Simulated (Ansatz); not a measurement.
A run of Ansatz 0.2.0 is set up as follows.

input.yaml

```yaml
crystal:
  lattice:
    - [4.0346224068, 0.0, 0.0]
    - [-2.0173112034, 3.494085499, 0.0]
    - [0.0, 0.0, 6.43229418]
  atoms:
    - { symbol: S, position: [0.6666666667, 0.3333333333, 0.87924415] }
    - { symbol: S, position: [0.3333333333, 0.6666666667, 0.37924415] }
    - { symbol: Mg, position: [0.3333333333, 0.6666666667, 0.99575485] }
    - { symbol: Mg, position: [0.6666666667, 0.3333333333, 0.49575485] }
kpoints:
  mp_grid: { grid: [8, 8, 4] }
  band_path:
    path:
      - [0.0, 0.0, 0.0]
      - [0.5, 0.0, 0.0]
      - [0.3333333333, 0.3333333333, 0.0]
      - [0.0, 0.0, 0.0]
      - [0.0, 0.0, 0.5]
      - [0.5, 0.0, 0.5]
      - [0.3333333333, 0.3333333333, 0.5]
      - [0.0, 0.0, 0.5]
    npoints: 10
scf:
  occupations: { method: fermi_dirac, width: 0.05 }
hamiltonian:
  xc: pbesol
  pseudopotentials:
    kind: all_electron
    lapw: { basis_error: 0.002 }
    relativity: none
output:
  forces: true
  stress: true
  eigenvalues: true
```

Potentials or basis: all-electron LAPW, non-relativistic.

The run is started by

```bash
$ ansatz run input.yaml --threads 2 --pin off --max-ram 8192MiB --backend cpu --events-out ev --progress --plain --runs-dir out
```

Question: Predict the band gap along the path.

Answer: 3.35 eV, direct.

Question: Estimate the largest force.

Answer: 0.045 eV/Å.

Question: Estimate the band gap on the k mesh.

Answer: 3.35 eV, direct.

Stress tensor (GPa, compression positive):
```
-0.15  0.00  0.00
 0.00 -0.15  0.00
 0.00  0.00 -0.49
```
